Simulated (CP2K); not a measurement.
# TaN (P-6m2) in CP2K: equation of state

Aim: energy against volume of TaN in PBE, for its equilibrium volume and stiffness.

All numbers are computed with CP2K 2026.2; they aren't measurements. Logs are shortened: lines on timing, memory, paths and dates and some standing lists are left out, and cuts for length are marked.

### Step 1. Starting point

It takes space group P-6m2 (No. 187, hexagonal). Conventional cell: a = 2.938 Å, b = 2.938 Å, c = 2.883 Å, α = 90.00°, β = 90.00°, γ = 120.00°. Ta (site symmetry -6m2) is surrounded by 6 N at 2.23 Å. N (site symmetry -6m2) has 6 Ta at 2.23 Å as nearest neighbours.

### Step 2. Single point, PBE, 10.78 Å³/atom

tan_eos.inp reads:

```
&GLOBAL
  PROJECT tan_eos
  RUN_TYPE ENERGY_FORCE
  PRINT_LEVEL LOW
&END GLOBAL
&FORCE_EVAL
  METHOD QS
  STRESS_TENSOR ANALYTICAL
  &DFT
    BASIS_SET_FILE_NAME BASIS_MOLOPT_UZH
    POTENTIAL_FILE_NAME POTENTIAL_UZH
    &MGRID
      CUTOFF 450
      REL_CUTOFF 60
      NGRIDS 5
    &END MGRID
    &QS
      METHOD GPW
      EPS_DEFAULT 1.0E-10
    &END QS
    &KPOINTS
      SCHEME MONKHORST-PACK 10 10 9
      GAMMA_CENTERED T
      SYMMETRY T
      SYMMETRY_BACKEND SPGLIB
    &END KPOINTS
    &SCF
      SCF_GUESS ATOMIC
      EPS_SCF 1.0E-6
      MAX_SCF 100
      ADDED_MOS 13
      CHOLESKY OFF
      EPS_EIGVAL 1.0E-7
      &DIAGONALIZATION ON
        ALGORITHM STANDARD
      &END DIAGONALIZATION
      &MIXING ON
        METHOD BROYDEN_MIXING
        ALPHA 0.4
        BETA 1.5
        NBUFFER 8
      &END MIXING
      &SMEAR ON
        METHOD FERMI_DIRAC
        ELECTRONIC_TEMPERATURE [K] 580.226
      &END SMEAR
    &END SCF
    &XC
      &XC_FUNCTIONAL
        &GGA_X_PBE
        &END GGA_X_PBE
        &GGA_C_PBE
        &END GGA_C_PBE
      &END XC_FUNCTIONAL
    &END XC
    &PRINT
      &KPOINTS ON
      &END KPOINTS
      &MULLIKEN ON
      &END MULLIKEN
      &MO ON
        ENERGIES T
        OCCUPATION_NUMBERS T
        &EACH
          QS_SCF 0
        &END EACH
        ADD_LAST NUMERIC
      &END MO
    &END PRINT
  &END DFT
  &SUBSYS
    &CELL
      A 2.9380011100 0.0000000000 0.0000000000
      B -1.4690005500 2.5443836000 0.0000000000
      C 0.0000000000 0.0000000000 2.8830022100
      PERIODIC XYZ
    &END CELL
    &COORD
      Ta  0.0000000032 1.6962557334 1.4415011050
      N   0.0000000000 0.0000000000 0.0000000000
    &END COORD
    &KIND Ta
      BASIS_SET TZVP-MOLOPT-PBE-GTH-q13
      POTENTIAL GTH-PBE-q13
    &END KIND
    &KIND N
      BASIS_SET TZVP-MOLOPT-PBE-GTH-q5
      POTENTIAL GTH-PBE-q5
    &END KIND
    &PRINT
      &ATOMIC_COORDINATES ON
      &END ATOMIC_COORDINATES
      &CELL ON
      &END CELL
    &END PRINT
  &END SUBSYS
  &PRINT
    &FORCES ON
    &END FORCES
    &STRESS_TENSOR ON
    &END STRESS_TENSOR
  &END PRINT
&END FORCE_EVAL
```

Potentials or basis: POTENTIAL_UZH Ta GTH-PBE-q13, N GTH-PBE-q5; TZVP-MOLOPT-PBE-GTH basis.

The run is started by

```bash
> OMP_NUM_THREADS=1 cp2k.psmp -i tan_eos.inp -o tan_eos.out
```

tan_eos.out:

```text

 CP2K| version string:                                       CP2K version 2026.2
 CP2K| Input file name                                               tan_eos.inp

 GLOBAL| Force Environment number                                              1
 GLOBAL| Basis set file name                                    BASIS_MOLOPT_UZH
 GLOBAL| Potential file name                                       POTENTIAL_UZH
 GLOBAL| MM Potential file name                                     MM_POTENTIAL
 GLOBAL| Coordinate file name                                      __STD_INPUT__
 GLOBAL| Method name                                                        CP2K
 GLOBAL| Project name                                                    tan_eos
 GLOBAL| Run type                                                   ENERGY_FORCE
 GLOBAL| FFT library                                                       FFTW3
[... 8 lines left out ...]
 GLOBAL| CPU model name                                                  UNKNOWN

 CELL| Volume [angstrom^3]:                                            21.551600
 CELL| Vector a [angstrom]:       2.938     0.000     0.000   |a| =     2.938001
 CELL| Vector b [angstrom]:      -1.469     2.544     0.000   |b| =     2.938001
 CELL| Vector c [angstrom]:       0.000     0.000     2.883   |c| =     2.883002
 CELL| Angle (b,c), alpha [degree]:                                    90.000000
 CELL| Angle (a,c), beta  [degree]:                                    90.000000
 CELL| Angle (a,b), gamma [degree]:                                   120.000000
 CELL| Numerically orthorhombic:                                              NO
 CELL| Periodicity                                                           XYZ

 CELL_REF| Volume [angstrom^3]:                                        21.551600
 CELL_REF| Vector a [angstrom     2.938     0.000     0.000   |a| =     2.938001
 CELL_REF| Vector b [angstrom    -1.469     2.544     0.000   |b| =     2.938001
 CELL_REF| Vector c [angstrom     0.000     0.000     2.883   |c| =     2.883002
 CELL_REF| Angle (b,c), alpha [degree]:                                90.000000
 CELL_REF| Angle (a,c), beta  [degree]:                                90.000000
 CELL_REF| Angle (a,b), gamma [degree]:                               120.000000
 CELL_REF| Numerically orthorhombic:                                          NO
 CELL_REF| Periodicity                                                       XYZ
[... 9 lines left out ...]
 TOTAL NUMBERS AND MAXIMUM NUMBERS

  Total number of            - Atomic kinds:                                   2
                             - Atoms:                                          2
                             - Shell sets:                                     2
                             - Shells:                                        18
                             - Primitive Cartesian functions:                 11
                             - Cartesian basis functions:                     59
                             - Spherical basis functions:                     52

  Maximum angular momentum of- Orbital basis functions:                        3
                             - Local part of the GTH pseudopotential:          2
                             - Non-local part of the GTH pseudopotential:      4

 MODULE QUICKSTEP: ATOMIC COORDINATES IN ANGSTROM

   Atom Kind Element         X             Y             Z       Z(eff)     Mass
      1    1 Ta   73      0.000000      1.696256      1.441501  13.0000 180.9479
      2    2 N     7      0.000000      0.000000      0.000000   5.0000  14.0067

 SCF PARAMETERS         Density guess:                                    ATOMIC
[... 9 lines left out ...]
                        --------------------------------------------------------
                        level_shift [a.u.]:                             0.000000
                        added MOs                                        13    0
                        --------------------------------------------------------
                        Mixing method:                            BROYDEN_MIXING
[... 11 lines left out ...]
 *******************************************************************************
 BRILLOUIN| K-point scheme                                        Monkhorst-Pack
 BRILLOUIN| K-Point grid                                            10   10    9
 BRILLOUIN| Gamma-centered k-point mesh                                     ON
 BRILLOUIN| K-point symmetry accuracy                               0.100000E-05
 BRILLOUIN| K-Point point group symmetrization                                ON
 BRILLOUIN| Symmetry backend                                             SPGLIB
 BRILLOUIN| Symmetry reduction method                                    SPGLIB
 BRILLOUIN| Wavefunction type                                            COMPLEX
[... 37 lines left out ...]
    11 Broy./Diag. 0.40E+00    7.0     0.00000281       -68.2192104223 -2.13E-05
    12 Broy./Diag. 0.40E+00    6.9     0.00000146       -68.2192260543 -1.56E-05
    13 Broy./Diag. 0.40E+00    6.9     0.00000014       -68.2192307093 -4.65E-06

  *** SCF run converged in    13 steps ***

  Electronic density on regular grids:        -17.9999999995        0.0000000005
  Core density on regular grids:               17.9999999984       -0.0000000016
  Total charge density on r-space grids:       -0.0000000011
  Total charge density g-space grids:          -0.0000000011

  Overlap energy of the core charge distribution:               0.00000000117891
  Self energy of the core charge distribution:               -111.48398147226311
  Core Hamiltonian energy:                                     25.93024086440753
  Hartree energy:                                              26.79970821019015
  Exchange-correlation energy:                                 -9.46518687516433
  Electronic entropic energy:                                  -0.00001143761215
  Fermi energy:                                                 0.55764893939319

  Total energy:                                               -68.21923070926248
  Total energy (extrapolated to T->0):                        -68.21922499045640

 MO| EIGENVALUES AND OCCUPATION NUMBERS FOR K POINT 1
 MO|
 MO|  Index      Eigenvalue [a.u.]        Eigenvalue [eV]             Occupation
 MO|      1              -1.950473             -53.075066               2.000000
 MO|      2              -0.752455             -20.475339               2.000000
 MO|      3              -0.747796             -20.348565               2.000000
 MO|      4              -0.732753             -19.939231               2.000000
 MO|      5              -0.024390              -0.663695               2.000000
 MO|      6               0.269432               7.331618               2.000000
[... 14 lines left out ...]
 MO|     21               1.624324              44.200114               0.000000
 MO|     22               1.697293              46.185701               0.000000
 MO| Sum:                                                              17.999991
 MO| E(Fermi):            0.557649 a.u.         15.174399 eV

 MO| EIGENVALUES AND OCCUPATION NUMBERS FOR K POINT 2
 MO|
 MO|  Index      Eigenvalue [a.u.]        Eigenvalue [eV]             Occupation
 MO|      1              -1.950868             -53.085825               2.000000
 MO|      2              -0.749119             -20.384564               2.000000
 MO|      3              -0.746276             -20.307203               2.000000
 MO|      4              -0.733713             -19.965357               2.000000
 MO|      5              -0.019712              -0.536395               2.000000
 MO|      6               0.274830               7.478502               2.000000
[... 327 lines left out ...]
 MO| EIGENVALUES AND OCCUPATION NUMBERS FOR K POINT 14
 MO|
 MO|  Index      Eigenvalue [a.u.]        Eigenvalue [eV]             Occupation
 MO|      1              -1.952222             -53.122652               2.000000
 MO|      2              -0.755259             -20.551643               2.000000
 MO|      3              -0.730192             -19.869546               2.000000
 MO|      4              -0.728082             -19.812109               2.000000
 MO|      5              -0.015079              -0.410321               2.000000
 MO|      6               0.259258               7.054758               2.000000
[... 14 lines left out ...]
 MO|     21               1.580371              43.004076               0.000000
 MO|     22               1.693821              46.091217               0.000000
 MO| Sum:                                                              18.000000
 MO| E(Fermi):            0.557649 a.u.         15.174399 eV
 MO| Band gap:            0.178712 a.u.          4.863009 eV

 [... the levels of further k-points ...]

 !-----------------------------------------------------------------------------!
                     Mulliken Population Analysis

 #  Atom  Element  Kind  Atomic population                           Net charge
       1     Ta       1         12.073786                              0.926214
       2     N        2          5.926214                             -0.926214
 # Total charge                             18.000000                 -0.000000

 !-----------------------------------------------------------------------------!

 ENERGY| Total FORCE_EVAL ( QS ) energy [hartree]            -68.219230059588867

 FORCES| Atomic forces [hartree/bohr]
 FORCES|   Atom     x               y               z               |f|
 FORCES|      1 -9.18957521E-10 -1.85405180E-09  1.32159471E-14   2.06929722E-09
 FORCES|      2 -1.41479502E-08  1.05609782E-08 -1.34324333E-15   1.76549923E-08
 FORCES| Sum    -1.50669077E-08  8.70692641E-09  1.18727038E-14
 FORCES| Total atomic force                                       1.74017894E-08

 STRESS| Analytical stress tensor [bar]
 STRESS|                        x                   y                   z
 STRESS|      x        1.25525184168E+04  -2.88162473755E+00   1.26621990317E-09
 STRESS|      y       -2.88162473755E+00   1.25492434751E+04  -3.29855706629E-10
 STRESS|      z        1.26621990317E-09  -3.29855706629E-10   1.52756115072E+04
 STRESS| 1/3 Trace                                             1.34591244664E+04
 STRESS| Determinant                                           2.40628461586E+12

 STRESS| Eigenvectors and eigenvalues of the analytical stress tensor [bar]
 STRESS|                        1                   2                   3
 STRESS| Eigenvalues   1.25475665724E+04   1.25541953195E+04   1.52756115072E+04
 STRESS|      x           0.502965507778      0.864306483827      0.000000000000
 STRESS|      y           0.864306483827     -0.502965507778     -0.000000000000
 STRESS|      z          -0.000000000000     -0.000000000000      1.000000000000
```

It took 1.8 min on 1 thread of Arm Neoverse V1, shared host; peak memory 0.33 GiB.

Results:

- Free energy: -1856.3397 eV
- Pressure: 1.3 GPa
- Band gap on the k mesh: none (metal or under the smearing width)
- Mulliken charges: Ta +0.93; N -0.93 e

Caveat: Mulliken charges move with the basis; the basis of atomic orbitals isn't converged, which shifts pressures, moduli and gaps.

(Part 1 of 2 ends here.)
